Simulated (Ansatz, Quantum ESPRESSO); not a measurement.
# BaS(001): dielectric constant from slabs in a field, part 2 of 6

Aim: the dielectric constant along the normal from slabs of two thicknesses in a field, starting with BaS(001), 5 layers.

Quantum ESPRESSO 7.5; plane-wave DFT, LDA, GBRV ultrasoft pseudopotentials; geometry by Ansatz 0.2.0 with PAW datasets.

So far. Step 2 (Geometry from Ansatz, 5 layers): The relaxation lowers the energy by 3 meV an atom.

## (3) Self-consistent run, 5 layers: no field

The slab without a field is the reference for all differences.

Level of this step: plane-wave DFT, LDA, GBRV ultrasoft pseudopotentials (Quantum ESPRESSO 7.5).

Contents of n5.f0.in:

```
&control
  prefix = 'n5.f0'
  outdir = './out'
  pseudo_dir = './pseudo'
  calculation = 'scf'
  tprnfor = .true.
  tefield = .true.
  dipfield = .true.
/
&system
  ibrav = 0
  nat = 10
  ntyp = 2
  ecutwfc = 40
  ecutrho = 200
  occupations = 'fixed'
  edir = 3
  emaxpos = 0.97
  eopreg = 0.04
  eamp = 0.0
/
&electrons
  conv_thr = 1e-10
  mixing_beta = 0.5
  electron_maxstep = 120
/
ATOMIC_SPECIES
  Ba  137.3270  ba_lda_v1.uspp.F.UPF
  S   32.0600  s_lda_v1.4.uspp.F.UPF
CELL_PARAMETERS angstrom
  4.56083873870000 0.00000000000000 0.00000000000000
  0.00000000000000 4.56083873870000 0.00000000000000
  0.00000000000000 0.00000000000000 28.90000000000000
ATOMIC_POSITIONS crystal
  Ba  -0.000000000000 0.000000000000 0.280164965952
  S   0.500000000000 0.500000000000 0.279807064670
  Ba  0.500000000000 0.500000000000 0.388672194954
  S   -0.000000000000 0.000000000000 0.388408352514
  Ba  0.000000000000 0.000000000000 0.499999995996
  S   0.500000000000 0.500000000000 0.500000002911
  Ba  0.500000000000 0.500000000000 0.611327799255
  S   0.000000000000 0.000000000000 0.611591653419
  Ba  0.000000000000 0.000000000000 0.719835029236
  S   0.500000000000 0.500000000000 0.720192941093
K_POINTS automatic
  4 4 1 0 0 0
```

Launch:

```bash
OMP_NUM_THREADS=1 mpirun -n 8 pw.x -nk 1 -in n5.f0.in > n5.f0.out
```

The program printed:

```text
Program PWSCF v.7.5 starts
[citation notice left out]

     Parallel version (MPI & OpenMP), running on       8 processor cores
     Number of MPI processes:                 8
     Threads/MPI process:                     1

     MPI processes distributed on     1 nodes
[...]
Current dimensions of program PWSCF are:
     Max number of different atomic species (ntypx) = 10
     Max number of k-points (npk) =  40000
     Max angular momentum in pseudopotentials (lmaxx) =  4
     Presently no symmetry can be used with electric field

     R & G space division:  proc/nbgrp/npool/nimage =       8
     Subspace diagonalization in iterative solution of the eigenvalue problem:
     a serial algorithm will be used

     Parallelization info
     --------------------
     sticks:   dense  smooth     PW     G-vecs:    dense   smooth      PW
     Min         148     118     34                24240    17350    2732
     Max         149     119     35                24263    17371    2755
     Sum        1185     949    277               193957   138903   21955

     Using Slab Decomposition

     bravais-lattice index     =            0
     lattice parameter (alat)  =       8.6187  a.u.
     unit-cell volume          =    4056.8026 (a.u.)^3
     number of atoms/cell      =           10
     number of atomic types    =            2
     number of electrons       =        80.00
     number of Kohn-Sham states=           40
     kinetic-energy cutoff     =      40.0000  Ry
     charge density cutoff     =     200.0000  Ry
     scf convergence threshold =      1.0E-10
     mixing beta               =       0.5000
     number of iterations used =            8  plain     mixing
     Exchange-correlation=  SLA  PZ   NOGX NOGC
                           (   1   1   0   0   0   0   0)

     celldm(1)=   8.618736  celldm(2)=   0.000000  celldm(3)=   0.000000
     celldm(4)=   0.000000  celldm(5)=   0.000000  celldm(6)=   0.000000

     crystal axes: (cart. coord. in units of alat)
               a(1) = (   1.000000   0.000000   0.000000 )
               a(2) = (   0.000000   1.000000   0.000000 )
               a(3) = (   0.000000   0.000000   6.336554 )

     reciprocal axes: (cart. coord. in units 2 pi/alat)
               b(1) = (  1.000000  0.000000  0.000000 )
               b(2) = (  0.000000  1.000000  0.000000 )
               b(3) = (  0.000000  0.000000  0.157814 )

     PseudoPot. # 1 for Ba read from file:
     ./pseudo/ba_lda_v1.uspp.F.UPF
     Pseudo is Ultrasoft + core correction, Zval = 10.0
     Generated by new atomic code, or converted to UPF format
     Using radial grid of  907 points,  7 beta functions with:
                l(1) =   0
                l(2) =   0
                l(3) =   1
                l(4) =   1
                l(5) =   2
                l(6) =   2
                l(7) =   3
     Q(r) pseudized with  6 coefficients,  rinner =    1.700   1.700   1.700
                                                       1.700   1.700   1.700
                                                       1.700

     PseudoPot. # 2 for S  read from file:
     ./pseudo/s_lda_v1.4.uspp.F.UPF
     Pseudo is Ultrasoft + core correction, Zval =  6.0
     Generated by new atomic code, or converted to UPF format
     Using radial grid of  907 points,  6 beta functions with:
                l(1) =   0
                l(2) =   0
                l(3) =   1
                l(4) =   1
                l(5) =   2
                l(6) =   2
     Q(r) pseudized with  8 coefficients,  rinner =    1.300   1.300   1.300
                                                       1.300   1.300

     atomic species   valence    mass     pseudopotential
     Ba               10.00   137.32700     Ba( 1.00)
     S                 6.00    32.06000     S ( 1.00)

     No symmetry found

   Cartesian axes

     site n.     atom                  positions (alat units)
         1        Ba     tau(   1) = (   0.0000000   0.0000000   1.7752804  )
         2        S      tau(   2) = (   0.5000000   0.5000000   1.7730125  )
         3        Ba     tau(   3) = (   0.5000000   0.5000000   2.4628423  )
         4        S      tau(   4) = (   0.0000000   0.0000000   2.4611704  )
         5        Ba     tau(   5) = (   0.0000000   0.0000000   3.1682769  )
         6        S      tau(   6) = (   0.5000000   0.5000000   3.1682769  )
         7        Ba     tau(   7) = (   0.5000000   0.5000000   3.8737115  )
         8        S      tau(   8) = (   0.0000000   0.0000000   3.8753834  )
         9        Ba     tau(   9) = (   0.0000000   0.0000000   4.5612734  )
        10        S      tau(  10) = (   0.5000000   0.5000000   4.5635413  )

     number of k points=    10
                       cart. coord. in units 2pi/alat
        k(    1) = (   0.0000000   0.0000000   0.0000000), wk =   0.1250000
        k(    2) = (   0.0000000   0.2500000   0.0000000), wk =   0.2500000
        k(    3) = (   0.0000000  -0.5000000   0.0000000), wk =   0.1250000
        k(    4) = (   0.2500000   0.0000000   0.0000000), wk =   0.2500000
        k(    5) = (   0.2500000   0.2500000   0.0000000), wk =   0.2500000
        k(    6) = (   0.2500000  -0.5000000   0.0000000), wk =   0.2500000
        k(    7) = (   0.2500000  -0.2500000   0.0000000), wk =   0.2500000
        k(    8) = (  -0.5000000   0.0000000   0.0000000), wk =   0.1250000
        k(    9) = (  -0.5000000   0.2500000   0.0000000), wk =   0.2500000
        k(   10) = (  -0.5000000  -0.5000000   0.0000000), wk =   0.1250000

     Dense  grid:   193957 G-vectors     FFT dimensions: (  40,  40, 250)

     Smooth grid:   138903 G-vectors     FFT dimensions: (  36,  36, 225)

     Estimated max dynamical RAM per process >     175.41 MB

     Estimated total dynamical RAM >       1.37 GB

     Initial potential from superposition of free atoms

     starting charge      79.9363, renormalised to      80.0000

     negative rho (up, down):  4.941E-01 0.000E+00

     Adding external electric field

     Computed dipole along edir(3) :
        Dipole               -0.0000 Ry au,         -0.0000 Debye
        Dipole field         -0.0000 Ry au,

        Potential amp.        0.0000 Ry
        Total length         52.4286 bohr

     Starting wfcs are   85 randomized atomic wfcs

     total cpu time spent up to now is        1.7 secs

     per-process dynamical memory:    48.2 Mb

     Self-consistent Calculation

     iteration #  1     ecut=    40.00 Ry     beta= 0.50
     Davidson diagonalization with overlap
     ethr =  1.00E-02,  avg # of iterations =  1.0

[...]
estimated scf accuracy    <       0.00002017 Ry

     iteration # 10     ecut=    40.00 Ry     beta= 0.50
[...]
negative rho (up, down):  4.574E-01 0.000E+00

[...]
Dipole                0.0002 Ry au,          0.0006 Debye
[...]
total energy              =    -473.67436551 Ry
     estimated scf accuracy    <       0.00000179 Ry

     iteration # 11     ecut=    40.00 Ry     beta= 0.50
[...]
negative rho (up, down):  4.574E-01 0.000E+00

[...]
Dipole                0.0000 Ry au,          0.0001 Debye
[...]
total energy              =    -473.67436699 Ry
     estimated scf accuracy    <       0.00000133 Ry

     iteration # 12     ecut=    40.00 Ry     beta= 0.50
[...]
negative rho (up, down):  4.574E-01 0.000E+00

[...]
Dipole               -0.0001 Ry au,         -0.0001 Debye
[...]
total energy              =    -473.67436687 Ry
     estimated scf accuracy    <       0.00000045 Ry

     iteration # 13     ecut=    40.00 Ry     beta= 0.50
[...]
negative rho (up, down):  4.574E-01 0.000E+00

[...]
Dipole               -0.0000 Ry au,         -0.0000 Debye
[...]
total energy              =    -473.67436703 Ry
     estimated scf accuracy    <       0.00000006 Ry

     iteration # 14     ecut=    40.00 Ry     beta= 0.50
[...]
negative rho (up, down):  4.574E-01 0.000E+00

[...]
Dipole                0.0000 Ry au,          0.0000 Debye
[...]
total energy              =    -473.67436703 Ry
     estimated scf accuracy    <       0.00000002 Ry

     iteration # 15     ecut=    40.00 Ry     beta= 0.50
[...]
negative rho (up, down):  4.574E-01 0.000E+00

[...]
Dipole               -0.0000 Ry au,         -0.0000 Debye
[...]
total energy              =    -473.67436704 Ry
     estimated scf accuracy    <          7.0E-10 Ry

     iteration # 16     ecut=    40.00 Ry     beta= 0.50
[...]
negative rho (up, down):  4.574E-01 0.000E+00

[...]
Dipole                0.0000 Ry au,          0.0000 Debye
[...]
total energy              =    -473.67436704 Ry
     estimated scf accuracy    <          7.5E-10 Ry

     iteration # 17     ecut=    40.00 Ry     beta= 0.50
[...]
negative rho (up, down):  4.574E-01 0.000E+00

[...]
Dipole                0.0000 Ry au,          0.0000 Debye
[...]
End of self-consistent calculation

          k = 0.0000 0.0000 0.0000 ( 17429 PWs)   bands (ev):

   -25.4077 -25.4077 -25.1751 -25.0306 -25.0284 -10.8700 -10.8565 -10.6698
   -10.5377 -10.4622 -10.4622 -10.4614 -10.4614 -10.3171 -10.3171 -10.2740
   -10.1632 -10.1632 -10.1364 -10.1364  -9.1751  -9.1076  -8.9096  -8.7823
    -8.6656  -0.1803  -0.0857   0.2793   0.5527   0.7424   0.7424   0.7524
     0.7524   0.8236   0.8236   0.8417   1.0720   1.0720   1.0821   1.0821

          k = 0.0000 0.2500 0.0000 ( 17329 PWs)   bands (ev):

   -25.4010 -25.4010 -25.1672 -25.0240 -25.0230 -11.0325 -10.9834 -10.9173
   -10.8770 -10.7702 -10.6188 -10.4455 -10.4335 -10.4332 -10.3017 -10.2808
   -10.2060 -10.1778 -10.1411 -10.1261  -8.7001  -8.6922  -8.5428  -8.4343
    -8.3542  -0.4187  -0.3879  -0.1073   0.0196   0.0835   0.2002   0.2675
     0.2789   0.3096   0.3279   0.3938   0.5701   0.5781   0.5837   0.7636

          k = 0.0000-0.5000 0.0000 ( 17354 PWs)   bands (ev):

   -25.3943 -25.3943 -25.1593 -25.0176 -25.0174 -11.2176 -11.1942 -11.1160
   -11.1146 -11.0339 -10.6026 -10.5198 -10.4045 -10.4045 -10.2603 -10.2444
   -10.2398 -10.1791 -10.1197 -10.1189  -8.3697  -8.3651  -8.2450  -8.1389
    -8.0781  -0.8873  -0.8684  -0.7100  -0.5217  -0.4780  -0.0994  -0.0634
    -0.0604  -0.0018   0.0507   0.1880   0.1927   0.2671   0.5009   0.6552

          k = 0.2500 0.0000 0.0000 ( 17329 PWs)   bands (ev):

   -25.4010 -25.4010 -25.1672 -25.0240 -25.0230 -11.0325 -10.9834 -10.9173
   -10.8770 -10.7702 -10.6188 -10.4455 -10.4335 -10.4332 -10.3017 -10.2808
   -10.2060 -10.1778 -10.1411 -10.1261  -8.7001  -8.6922  -8.5428  -8.4343
    -8.3542  -0.4187  -0.3879  -0.1073   0.0196   0.0835   0.2002   0.2675
     0.2789   0.3096   0.3279   0.3938   0.5701   0.5781   0.5837   0.7636

          k = 0.2500 0.2500 0.0000 ( 17324 PWs)   bands (ev):

   -25.3948 -25.3948 -25.1603 -25.0177 -25.0173 -11.0195 -10.9573 -10.9111
   -10.8528 -10.7532 -10.5964 -10.5796 -10.5775 -10.4437 -10.4205 -10.2753
   -10.2640 -10.2360 -10.1979 -10.1968  -8.6882  -8.6611  -8.5236  -8.4138
    -8.3353  -0.4996  -0.4983  -0.3385  -0.1319  -0.0897   0.0971   0.1142
     0.3420   0.4226   0.4537   0.5819   0.5915   0.7967   0.7994   0.8367

          k = 0.2500-0.5000 0.0000 ( 17308 PWs)   bands (ev):

   -25.3885 -25.3885 -25.1533 -25.0115 -25.0113 -11.0440 -10.9988 -10.9571
   -10.9407 -10.8635 -10.5873 -10.5622 -10.5367 -10.4847 -10.3589 -10.2857
   -10.2810 -10.2681 -10.2443 -10.2305  -8.7087  -8.6952  -8.5480  -8.4281
    -8.3488  -0.3985  -0.3820  -0.1681  -0.0072   0.0074   0.1834   0.2014
     0.2169   0.2202   0.2826   0.4252   0.4772   0.4894   0.6487   0.8087

[...]
highest occupied level (ev):     1.0821

!    total energy              =    -473.67436704 Ry
     estimated scf accuracy    <          1.5E-11 Ry

     The total energy is the sum of the following terms:
     one-electron contribution =   -2082.71157552 Ry
     hartree contribution      =    1060.09100616 Ry
     xc contribution           =    -180.78857150 Ry
     ewald contribution        =     729.73477382 Ry
     electric field correction =       0.00000000 Ry

     convergence has been achieved in  17 iterations

     negative rho (up, down):  4.574E-01 0.000E+00

     Forces acting on atoms (cartesian axes, Ry/au):

     atom    1 type  1   force =    -0.00000001    0.00000006    0.00812022
     atom    2 type  2   force =     0.00000002   -0.00000000    0.00734419
     atom    3 type  1   force =     0.00000003   -0.00000003   -0.00025519
     atom    4 type  2   force =    -0.00000000    0.00000001   -0.00050292
     atom    5 type  1   force =    -0.00000005   -0.00000004   -0.00000009
     atom    6 type  2   force =     0.00000002    0.00000001   -0.00000006
     atom    7 type  1   force =     0.00000003   -0.00000003    0.00025533
     atom    8 type  2   force =    -0.00000000    0.00000002    0.00050292
     atom    9 type  1   force =    -0.00000004    0.00000002   -0.00812033
     atom   10 type  2   force =     0.00000001   -0.00000001   -0.00734407

     Total force =     0.015504     Total SCF correction =     0.000014

[...]
=------------------------------------------------------------------------------=
   JOB DONE.
=------------------------------------------------------------------------------=
[key lines of the parts left out:]
Dipole field          0.0000 Ry au,
```

Run time: 48 s. Hardware: 8 MPI ranks of Arm Neoverse V2, shared host; peak memory 1.7 GiB; 6.4 min of CPU time.

This step gave:

* free energy: -6444.6681 eV
* dipole along the normal: 0 e·Å
* valence top, on the run's zero: 1.082 eV

The run needed 17 iterations to bring the estimated error under 1e-10 Ry; the largest force on any atom, held or free, is 0.21 eV/Å.

## (4) Potential by pp.x, 5 layers

plot_num = 11 writes the bare and Hartree potential. It leaves out exchange and correlation, which fade slowly, so it flattens close to the surface.

Contents of n5.f0.pot.in:

```
&inputpp
  prefix = 'n5.f0'
  outdir = './out'
  filplot = 'n5.f0.pot.dat'
  plot_num = 11
/
```

Launch:

```bash
OMP_NUM_THREADS=1 mpirun -n 8 pp.x -in n5.f0.pot.in > n5.f0.pot.out
```

The program printed:

```text
[banner, memory and clock lines left out]
Program POST-PROC v.7.5 starts

          URL

     ./out/n5.f0.save/

     IMPORTANT: XC functional enforced from input :
     Exchange-correlation= PZ
                           (   1   1   0   0   0   0   0)
     Any further DFT definition will be discarded
     Please, verify this is what you really want

     negative rho (up, down):  4.574E-01 0.000E+00

     Adding external electric field

     Computed dipole along edir(3) :
        Dipole                0.0000 Ry au,          0.0000 Debye
        Dipole field          0.0000 Ry au,

        Potential amp.       -0.0000 Ry
        Total length         52.4286 bohr

     Calling punch_plot, plot_num =  11

     Adding external electric field

     Computed dipole along edir(3) :
        Dipole                0.0000 Ry au,          0.0000 Debye
        Dipole field          0.0000 Ry au,

        Potential amp.       -0.0000 Ry
        Total length         52.4286 bohr

     Writing data to file  n5.f0.pot.dat
     Message from routine chdens:
     namelist plot not found or invalid, exiting
```

Wall time 1.1 s (8 MPI ranks); peak memory 0.18 GiB; 8.3 s of CPU time.

Read from the output:

```
slope of the potential above                                          : 2.52e-4 eV/Å
upper vacuum line continued to the top atoms, over the valence top    : 4.491 eV
slope of the potential below                                          : -1.74e-4 eV/Å
lower vacuum line continued to the bottom atoms, over the valence top : 4.491 eV
vacuum level at the upper face over the valence top of the mesh       : 4.492 eV
vacuum level at the lower face over the valence top of the mesh       : 4.492 eV
```

The potential energy, planar mean oscillates, so the rows of the table below give means over windows of 3.12 Å about each position, cut where the curve ends. Its maxima inside the range that stand out by 2 % of the span (Å: eV): 9.7: 3.48, 12.8: 3.50, 16.1: 3.50, 19.2: 3.48. Its minima: 8.1: -8.91, 11.2: -8.95, 14.4: -9.00, 17.7: -8.95, 20.8: -8.91.

Electrostatic potential energy of an electron, with the sawtooth; zero at the highest filled level of the SCF mesh. Table of potential energy, planar mean by z; means over each step:

```csv
z (Å),"potential energy, planar mean (eV)"
1.56,4.49
4.68,4.45
7.80,-1.55
10.92,-1.65
14.04,-1.67
17.16,-1.62
20.28,-1.62
23.40,4.15
26.52,4.49
```

The vacuum is flat to 0.3 meV/Å, so its level is well defined. Inside the slab the curve depends on the local part of the pseudopotentials; only the vacuum level has a meaning of its own.

(Continued in part 3 of 6.)

[Logs are printed without paths, hosts, clocks, repeated set-up lines and the standing remarks that a program may print on its own settings, such as how far it seeks lower states.]

[Hosts, paths, dates, database ids (printed as entryN), source tags and the programs' standing remarks are cut or masked in the printed files.]

[Maps of the electrostatic potential energy from Ansatz leave out the sawtooth potential of an applied field or a dipole correction, so their vacuum need not be flat; planar profiles and work functions include it.]
